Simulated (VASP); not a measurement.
**HfO2 under biaxial strain**

How does HfO2 answer to strain in the plane, when the third axis is free? The starting structure is a computed structure from the Materials Project. All runs use LDA. The equilibrium cell comes from relaxations that aren't shown. Its Cartesian x and y axes are then stretched or squeezed alike, and the third axis is relaxed.

Program: VASP 6.6.1. Level of theory: Kohn-Sham DFT with plane waves and PAW; LDA. Results are calculated unless marked as measured.

### 1. Set-up

The structure is orthorhombic, space group Pca2_1 (No. 29). Conventional cell: a = 5.219 Å, b = 5.005 Å, c = 5.033 Å, α = 90.00°, β = 90.00°, γ = 90.00°. Nearest to Hf lie 7 O at 2.02 to 2.23 Å. Nearest to O lie 3 Hf at 2.02 to 2.13 Å. Nearest to O lie 4 Hf at 2.11 to 2.23 Å. Farther neighbours and most contacts between anions are not listed.

Structure file:

```cif
data_structure
_symmetry_space_group_name_H-M 'P 1'
_symmetry_Int_Tables_number 1
_cell_length_a 5.2195
_cell_length_b 5.0048
_cell_length_c 5.0327
_cell_angle_alpha 90.000
_cell_angle_beta 90.000
_cell_angle_gamma 90.000
_cell_volume 131.46
loop_
_atom_site_label
_atom_site_type_symbol
_atom_site_fract_x
_atom_site_fract_y
_atom_site_fract_z
_atom_site_occupancy
Hf1 Hf 0.03301 0.26748 0.24144 1
Hf2 Hf 0.46699 0.26748 0.74144 1
Hf3 Hf 0.53301 0.73252 0.24144 1
Hf4 Hf 0.96699 0.73252 0.74144 1
O5 O 0.36787 0.07135 0.37927 1
O6 O 0.13213 0.07135 0.87927 1
O7 O 0.73395 0.46012 0.49229 1
O8 O 0.76605 0.46012 0.99229 1
O9 O 0.26605 0.53988 0.99229 1
O10 O 0.23395 0.53988 0.49229 1
O11 O 0.86787 0.92865 0.37927 1
O12 O 0.63213 0.92865 0.87927 1
```

### 2. Relaxation at no strain

This run starts from the cell of an earlier relaxation, which isn't shown; the restart sets up the plane waves anew.

INCAR reads:

```
SYSTEM = HfO2
PREC = Accurate
ENCUT = 560
EDIFF = 1E-07
NELM = 100
ISMEAR = 0
SIGMA = 0.03
LREAL = .FALSE.
ALGO = Normal
GGA = CA
NBANDS = 56
LASPH = .TRUE.
LORBIT = 11
LWAVE = .FALSE.
LCHARG = .FALSE.
KPAR = 8
NCORE = 2
IBRION = 2
NSW = 50
ISIF = 3
EDIFFG = -0.003
LATTICE_CONSTRAINTS = .FALSE. .FALSE. .TRUE.
```

POSCAR reads:

```
HfO2
1.0
    5.1627133405      0.0000000000      0.0000000000
    0.0000000000      4.9608645908      0.0000000000
    0.0000000000      0.0000000000      4.9797839651
Hf O
4 8
Direct
    0.0331695747      0.2683024255      0.2429329501
    0.4668304253      0.2683024255      0.7429329501
    0.5331695747      0.7316975745      0.2429329501
    0.9668304253      0.7316975745      0.7429329501
    0.3686714783      0.0731497005      0.3789091153
    0.1313285217      0.0731497005      0.8789091153
    0.7362279485      0.4584210246      0.4911579346
    0.7637720515      0.4584210246      0.9911579346
    0.2637720515      0.5415789754      0.9911579346
    0.2362279485      0.5415789754      0.4911579346
    0.8686714783      0.9268502995      0.3789091153
    0.6313285217      0.9268502995      0.8789091153
```

KPOINTS reads:

```
Automatic mesh
0
Gamma
4 4 4
0 0 0
```

PAW data sets: Hf_pv and O (LDA family, release 64).

On the command line:

```console
mpirun -np 16 vasp_std
```

The log of the run:

```text
[banner, memory and clock lines left out]
running   16 mpi-ranks, on    1 nodes
 distrk:  each k-point on    2 cores,    8 groups
 distr:  one band on    2 cores,    1 groups

 POSCAR found type information on POSCAR HfO
 POSCAR found :  2 types and      12 ions
 LDA part: xc-table for (Slater(with rela. corr.)+CA(PZ))
 , standard interpolation
 POSCAR, INCAR and KPOINTS ok, starting setup
 FFT: planning ... GRIDC
 FFT: planning ... GRID_SOFT
 FFT: planning ... GRID
 WAVECAR not read
 entering main loop
       N       E                     dE             d eps       ncg     rms          rms(c)
DAV:   1     0.562177002338E+03    0.56218E+03   -0.52975E+04  3024   0.168E+03
DAV:   2    -0.119625831245E+03   -0.68180E+03   -0.66266E+03  3760   0.420E+02
DAV:   3    -0.153471479302E+03   -0.33846E+02   -0.33703E+02  3568   0.843E+01
DAV:   4    -0.153884662943E+03   -0.41318E+00   -0.41252E+00  3776   0.101E+01
DAV:   5    -0.153890378601E+03   -0.57157E-02   -0.57141E-02  3592   0.110E+00    0.119E+02
DAV:   6    -0.133424412607E+03    0.20466E+02   -0.10523E+02  3416   0.414E+01    0.978E+01
DAV:   7    -0.132892028285E+03    0.53238E+00   -0.54655E+00  3696   0.114E+01    0.518E+01
DAV:   8    -0.132801259407E+03    0.90769E-01   -0.34468E-01  3504   0.315E+00    0.890E+00
DAV:   9    -0.132771836908E+03    0.29422E-01   -0.12149E-01  3448   0.177E+00    0.433E+00
DAV:  10    -0.132769446576E+03    0.23903E-02   -0.10140E-02  3688   0.484E-01    0.587E-01
DAV:  11    -0.132769514943E+03   -0.68367E-04   -0.94544E-04  3648   0.158E-01    0.111E-01
DAV:  12    -0.132769513438E+03    0.15050E-05   -0.14324E-04  3560   0.579E-02    0.706E-02
DAV:  13    -0.132769510209E+03    0.32289E-05   -0.32506E-05  3552   0.251E-02    0.946E-03
DAV:  14    -0.132769509934E+03    0.27540E-06   -0.32016E-06  3712   0.942E-03    0.260E-02
DAV:  15    -0.132769509981E+03   -0.47356E-07   -0.63245E-07  3248   0.367E-03
   1 F= -.13276951E+03 E0= -.13276951E+03  d E =-.132770E+03
 curvature:   0.00 expect dE= 0.000E+00 dE for cont linesearch  0.000E+00
 trial: gam= 0.00000 g(F)=  0.183E-05 g(S)=  0.442E-06 ort = 0.000E+00 (trialstep = 0.100E+01)
 search vector abs. value=  0.227E-05
 reached required accuracy - stopping structural energy minimisation
```

The job ended after 12 s (16 MPI ranks of AMD EPYC 9R45, shared host; peak memory 3.4 GiB).

Lines that name or quote the potential files are left out of all logs, and their timing lines are given in words.

From OUTCAR (step 2):

```text
ion  position               nearest neighbor table
   1  0.033  0.268  0.243-  11 2.01   8 2.10   5 2.10  10 2.11   6 2.12   7 2.18   9 2.20   2 3.35
                             2 3.35   4 3.41   4 3.41   3 3.46   3 3.46   4 3.66   4 3.66   3 3.71
   2  0.467  0.268  0.743-  12 2.01   7 2.10   6 2.10   9 2.11   5 2.12   8 2.18  10 2.20   1 3.35
                             1 3.35   3 3.41   3 3.41   4 3.46   4 3.46   3 3.66   3 3.66   4 3.71
   3  0.533  0.732  0.243-   5 2.01   9 2.10  11 2.10   7 2.11  12 2.12  10 2.18   8 2.20   4 3.35
                             4 3.35   2 3.41   2 3.41   1 3.46   1 3.46   2 3.66   2 3.66   1 3.71
   4  0.967  0.732  0.743-   6 2.01  10 2.10  12 2.10   8 2.11  11 2.12   9 2.18   7 2.20   3 3.35
                             3 3.35   1 3.41   1 3.41   2 3.46   2 3.46   1 3.66   1 3.66   2 3.71
   5  0.369  0.073  0.379-   3 2.01   1 2.10   2 2.12
   6  0.131  0.073  0.879-   4 2.01   2 2.10   1 2.12
   7  0.736  0.458  0.491-   2 2.10   3 2.11   1 2.18   4 2.20
   8  0.764  0.458  0.991-   1 2.10   4 2.11   2 2.18   3 2.20
   9  0.264  0.542  0.991-   3 2.10   2 2.11   4 2.18   1 2.20
  10  0.236  0.542  0.491-   4 2.10   1 2.11   3 2.18   2 2.20
  11  0.869  0.927  0.379-   1 2.01   3 2.10   4 2.12
  12  0.631  0.927  0.879-   2 2.01   4 2.10   3 2.12

  LATTYP: Found a simple orthorhombic cell.
 ALAT       =     4.9608645908
 B/A-ratio  =     1.0038137252
 C/A-ratio  =     1.0406882200

 Subroutine GETGRP returns: Found  4 space group operations
 (whereof  1 operations were pure point group operations)

The static configuration has the point symmetry C_1 .
 The point group associated with its full space group is C_2v.

 Found     27 irreducible k-points:

   k-points           NKPTS =     27   k-points in BZ     NKDIM =     27   number of bands    NBANDS=     56

   dimension x,y,z NGX =    40 NGY =   40 NGZ =   40
   dimension x,y,z NGXF=    80 NGYF=   80 NGZF=   80

   ENCUT  =  560.0 eV  41.16 Ry    6.42 a.u.   9.96  9.57  9.61*2*pi/ulx,y,z

   NELECT =      88.0000    total number of electrons

 k-points in reciprocal lattice and weights: Automatic mesh
   0.00000000  0.00000000  0.00000000       0.016
   0.25000000  0.00000000  0.00000000       0.031
   0.50000000  0.00000000  0.00000000       0.016
   0.00000000  0.25000000  0.00000000       0.031
   0.25000000  0.25000000  0.00000000       0.062
   0.50000000  0.25000000  0.00000000       0.031
   0.00000000  0.50000000  0.00000000       0.016
   0.25000000  0.50000000  0.00000000       0.031
   0.50000000  0.50000000  0.00000000       0.016
[...]
0.25000000  0.50000000  0.50000000       0.031
   0.50000000  0.50000000  0.50000000       0.016

 average (electrostatic) potential at core
       1 -37.1926       2 -37.1926       3 -37.1926       4 -37.1926       5 -70.5607
       6 -70.5607       7 -71.0282       8 -71.0282       9 -71.0282      10 -71.0282
      11 -70.5607      12 -70.5607

 E-fermi :   3.8722

 k-point     1 :       0.0000    0.0000    0.0000
  band No.  band energies     occupation
    ...
     40       2.6438      2.00000
     41       2.8922      2.00000
     42       3.4431      2.00000
     43       3.5728      2.00000
     44       3.6497      2.00000
     45       8.5119      0.00000
     46       8.7824      0.00000
     47       8.8949      0.00000
     48       9.3817      0.00000
     49       9.5041      0.00000
    ...

 k-point     2 :       0.2500    0.0000    0.0000
  band No.  band energies     occupation
    ...
     40       2.8506      2.00000
     41       2.9977      2.00000
     42       3.0715      2.00000
     43       3.3427      2.00000
     44       3.3538      2.00000
     45       8.6155      0.00000
     46       8.8048      0.00000
     47       9.0603      0.00000
     48       9.3266      0.00000
     49       9.4503      0.00000
    ...

 k-point     3 :       0.5000    0.0000    0.0000
  band No.  band energies     occupation
    ...
     40       2.8747      2.00000
     41       2.9457      2.00000
     42       2.9457      2.00000
     43       3.2194      2.00000
     44       3.2194      2.00000
     45       8.7881      0.00000
     46       8.7881      0.00000
     47       9.2653      0.00000
     48       9.2653      0.00000
     49       9.4315      0.00000
    ...

  Total       -0.0046135      0.0034441     -0.0104834      0.0000000      0.0000000      0.0000000
  in kB       -0.0579554      0.0432649     -0.1316948      0.0000000      0.0000000      0.0000000
  external PRESSURE =      -0.0487951 kB  Pullay stress =       0.0000000 kB

  energy-cutoff  :      560.00
  volume of cell :      127.54
      direct lattice vectors                 reciprocal lattice vectors
     5.162713340  0.000000000  0.000000000     0.193696596  0.000000000  0.000000000
     0.000000000  4.960864591  0.000000000     0.000000000  0.201577766  0.000000000
     0.000000000  0.000000000  4.979783965     0.000000000  0.000000000  0.200811924

 POSITION                                       TOTAL-FORCE (eV/Angst)
 -----------------------------------------------------------------------------------
      0.17125      1.33101      1.20975         0.001921     -0.000391     -0.000409
      2.41011      1.33101      3.69965        -0.001921     -0.000391     -0.000409
      2.75260      3.62985      1.20975         0.001921      0.000391     -0.000409
      4.99147      3.62985      3.69965        -0.001921      0.000391     -0.000409
      1.90335      0.36289      1.88689         0.002151     -0.000751      0.000232
      0.67801      0.36289      4.37678        -0.002151     -0.000751      0.000232
      3.80093      2.27416      2.44586         0.000161     -0.000424      0.000177
      3.94314      2.27416      4.93575        -0.000161     -0.000424      0.000177
      1.36178      2.68670      4.93575        -0.000161      0.000424      0.000177
      1.21958      2.68670      2.44586         0.000161      0.000424      0.000177
      4.48470      4.59798      1.88689         0.002151      0.000751      0.000232
      3.25937      4.59798      4.37678        -0.002151      0.000751      0.000232
 -----------------------------------------------------------------------------------
    total drift:                                0.000000      0.000000      0.000660

  FREE ENERGIE OF THE ION-ELECTRON SYSTEM (eV)
  ---------------------------------------------------
  free  energy   TOTEN  =      -132.7695099809 eV

  energy  without entropy=     -132.7695099809  energy(sigma->0) =     -132.76950998

 reached required accuracy - stopping structural energy minimisation

 total charge
# of ion       s       p       d       tot
------------------------------------------
    1        0.329   6.688   1.565   8.583
    2        0.329   6.688   1.565   8.583
    3        0.329   6.688   1.565   8.583
    4        0.329   6.688   1.565   8.583
    5        1.550   3.544   0.000   5.094
    6        1.550   3.544   0.000   5.094
    7        1.548   3.562   0.000   5.110
    8        1.548   3.562   0.000   5.110
    9        1.548   3.562   0.000   5.110
   10        1.548   3.562   0.000   5.110
   11        1.550   3.544   0.000   5.094
   12        1.550   3.544   0.000   5.094
--------------------------------------------------
tot         13.708  55.176   6.261  75.145

[... 3 further parts left out ...]
```

The run keeps the 4 symmetry operations of its start, so it cannot find a distortion of lower symmetry.

No strain: 10.628 Å³ an atom and a mean stress of 0.00 GPa, with a third cell vector of 4.980 Å, and 4.353 eV of gap on the mesh. Further runs on this cell, not shown, give the modes B2 (8) 751.7, B1 (8) 707.4, A1 (1) 126.9 cm⁻¹.

### 3. Relaxation at -2 % along x and y

This run starts from the cell of an earlier relaxation, which isn't shown; the restart sets up the plane waves anew.

INCAR is that of step 2.

POSCAR reads:

```
HfO2
1.0
    5.0594590737      0.0000000000      0.0000000000
    0.0000000000      4.8616472990      0.0000000000
    0.0000000000      0.0000000000      5.0516138185
Hf O
4 8
Direct
    0.0341236395      0.2700386110      0.2434114541
    0.4658763605      0.2700386110      0.7434114541
    0.5341236395      0.7299613890      0.2434114541
    0.9658763605      0.7299613890      0.7434114541
    0.3716874899      0.0765086932      0.3776267951
    0.1283125101      0.0765086932      0.8776267951
    0.7402387474      0.4537089800      0.4919617508
    0.7597612526      0.4537089800      0.9919617508
    0.2597612526      0.5462910200      0.9919617508
    0.2402387474      0.5462910200      0.4919617508
    0.8716874899      0.9234913068      0.3776267951
    0.6283125101      0.9234913068      0.8776267951
```

KPOINTS is that of step 2.

On the command line:

```console
mpirun -np 16 vasp_std
```

The log of the run:

```text
[... set-up lines as in an earlier step ...]
 entering main loop
       N       E                     dE             d eps       ncg     rms          rms(c)
DAV:   1     0.565307303656E+03    0.56531E+03   -0.53038E+04  3024   0.169E+03
DAV:   2    -0.119726589294E+03   -0.68503E+03   -0.66387E+03  3760   0.422E+02
DAV:   3    -0.153175309401E+03   -0.33449E+02   -0.33307E+02  3592   0.842E+01
DAV:   4    -0.153574736169E+03   -0.39943E+00   -0.39880E+00  3752   0.994E+00
[...]
DAV:  13    -0.132588824982E+03    0.28989E-05   -0.32853E-05  3544   0.257E-02    0.970E-03
DAV:  14    -0.132588824643E+03    0.33891E-06   -0.32420E-06  3736   0.907E-03    0.283E-02
DAV:  15    -0.132588824669E+03   -0.26594E-07   -0.57313E-07  3192   0.350E-03
   1 F= -.13258882E+03 E0= -.13258882E+03  d E =-.132589E+03
[...]
reached required accuracy - stopping structural energy minimisation
```

The job ended after 12 s (16 MPI ranks; peak memory 3.5 GiB; 2.9 min of CPU time).

OUTCAR, selected parts (step 3):

```text
  Total        9.0009950      8.2972981     -0.0112026      0.0000000      0.0000000      0.0000000
  in kB      116.0602297    106.9866522     -0.1444475      0.0000000      0.0000000      0.0000000
  external PRESSURE =      74.3008115 kB  Pullay stress =       0.0000000 kB

 POSITION                                       TOTAL-FORCE (eV/Angst)
 -----------------------------------------------------------------------------------
      0.17265      1.31283      1.22962         0.000862      0.000921      0.000034
      2.35708      1.31283      3.75543        -0.000862      0.000921      0.000034
      2.70238      3.54881      1.22962         0.000862     -0.000921      0.000034
      4.88681      3.54881      3.75543        -0.000862     -0.000921      0.000034
      1.88054      0.37196      1.90762        -0.000267      0.000142      0.000438
      0.64919      0.37196      4.43343         0.000267      0.000142      0.000438
      3.74521      2.20577      2.48520        -0.000784      0.002029     -0.000472
      3.84398      2.20577      5.01101         0.000784      0.002029     -0.000472
      1.31425      2.65587      5.01101         0.000784     -0.002029     -0.000472
      1.21548      2.65587      2.48520        -0.000784     -0.002029     -0.000472
      4.41027      4.48969      1.90762        -0.000267     -0.000142      0.000438
      3.17892      4.48969      4.43343         0.000267     -0.000142      0.000438
 -----------------------------------------------------------------------------------
    total drift:                                0.000000      0.000000     -0.001356

  FREE ENERGIE OF THE ION-ELECTRON SYSTEM (eV)
  ---------------------------------------------------
  free  energy   TOTEN  =      -132.5888246693 eV

  energy  without entropy=     -132.5888246693  energy(sigma->0) =     -132.58882467

[... 2 parts as in an earlier step ...]

[... 2 further parts left out ...]
[key lines of the parts left out:]
E-fermi :   4.0717
```

-2 % along x and y: 10.355 Å³ an atom and a mean stress of 7.43 GPa, with a third cell vector of 5.052 Å, and 4.345 eV of gap on the mesh. Further runs on this cell, not shown, give the modes B2 (8) 783.9, B1 (8) 714.5, A1 (1) 131.6 cm⁻¹.

### 4. Relaxation at +2 % along x and y

This run starts from the cell of an earlier relaxation, which isn't shown; the restart sets up the plane waves anew.

INCAR is that of step 3.

POSCAR reads:

```
HfO2
1.0
    5.2659676073      0.0000000000      0.0000000000
    0.0000000000      5.0600818826      0.0000000000
    0.0000000000      0.0000000000      4.9160891718
Hf O
4 8
Direct
    0.0325104184      0.2665084133      0.2418936737
    0.4674895816      0.2665084133      0.7418936737
    0.5325104184      0.7334915867      0.2418936737
    0.9674895816      0.7334915867      0.7418936737
    0.3668013113      0.0699231215      0.3802570981
    0.1331986887      0.0699231215      0.8802570981
    0.7300193612      0.4635817525      0.4908492283
    0.7699806388      0.4635817525      0.9908492283
    0.2699806388      0.5364182475      0.9908492283
    0.2300193612      0.5364182475      0.4908492283
    0.8668013113      0.9300768785      0.3802570981
    0.6331986887      0.9300768785      0.8802570981
```

KPOINTS is that of step 3.

On the command line:

```console
mpirun -np 16 vasp_std
```

The log of the run:

```text
[... set-up lines as in an earlier step ...]
 entering main loop
       N       E                     dE             d eps       ncg     rms          rms(c)
DAV:   1     0.563866491961E+03    0.56387E+03   -0.52613E+04  3024   0.167E+03
DAV:   2    -0.119917031700E+03   -0.68378E+03   -0.66394E+03  3800   0.419E+02
DAV:   3    -0.153526041970E+03   -0.33609E+02   -0.33482E+02  3600   0.837E+01
DAV:   4    -0.153926449958E+03   -0.40041E+00   -0.39971E+00  3752   0.999E+00
[...]
DAV:  13    -0.132618086654E+03    0.35054E-05   -0.24528E-05  3616   0.214E-02    0.671E-03
DAV:  14    -0.132618086616E+03    0.37782E-07   -0.23425E-06  3752   0.790E-03    0.190E-02
DAV:  15    -0.132618086658E+03   -0.41564E-07   -0.26637E-07  2608   0.256E-03
   1 F= -.13261809E+03 E0= -.13261809E+03  d E =-.132618E+03
[...]
reached required accuracy - stopping structural energy minimisation
```

Wall time 11 s (16 MPI ranks); peak memory 3.5 GiB.

Parts of OUTCAR (step 4):

```text
  Total       -7.7726639     -7.9103194     -0.0069657      0.0000000      0.0000000      0.0000000
  in kB      -95.0659499    -96.7495879     -0.0851957      0.0000000      0.0000000      0.0000000
  external PRESSURE =     -63.9669112 kB  Pullay stress =       0.0000000 kB

 POSITION                                       TOTAL-FORCE (eV/Angst)
 -----------------------------------------------------------------------------------
      0.17120      1.34855      1.18917         0.001321      0.001818     -0.000218
      2.46178      1.34855      3.64722        -0.001321      0.001818     -0.000218
      2.80418      3.71153      1.18917         0.001321     -0.001818     -0.000218
      5.09477      3.71153      3.64722        -0.001321     -0.001818     -0.000218
      1.93156      0.35382      1.86938        -0.000280     -0.000613     -0.000642
      0.70142      0.35382      4.32742         0.000280     -0.000613     -0.000642
      3.84426      2.34576      2.41306        -0.000840     -0.000499      0.000859
      4.05469      2.34576      4.87110         0.000840     -0.000499      0.000859
      1.42171      2.71432      4.87110         0.000840      0.000499      0.000859
      1.21127      2.71432      2.41306        -0.000840      0.000499      0.000859
      4.56455      4.70627      1.86938        -0.000280      0.000613     -0.000642
      3.33440      4.70627      4.32742         0.000280      0.000613     -0.000642
 -----------------------------------------------------------------------------------
    total drift:                               -0.000000      0.000000      0.001219

  FREE ENERGIE OF THE ION-ELECTRON SYSTEM (eV)
  ---------------------------------------------------
  free  energy   TOTEN  =      -132.6180866576 eV

  energy  without entropy=     -132.6180866576  energy(sigma->0) =     -132.61808666

[... 2 parts as in an earlier step ...]

[... 2 further parts left out ...]
[key lines of the parts left out:]
E-fermi :   3.5561
```

+2 % along x and y: 10.916 Å³ an atom and a mean stress of -6.40 GPa, with a third cell vector of 4.916 Å, and 4.343 eV of gap on the mesh. Further runs on this cell, not shown, give the modes B2 (8) 722.4, B1 (8) 703.7, A1 (1) 121.2 cm⁻¹.

(Part 1 of 2 ends here.)

[Lines on the potential files, build, host, timing and source positions are cut from VASP's logs without a mark.]

[Logs are printed without paths, hosts, clocks, repeated set-up lines and the standing remarks that a program may print on its own settings, such as how far it seeks lower states.]

[Hosts, paths, dates, database ids (printed as entryN), source tags and the programs' standing remarks are cut or masked in the printed files.]
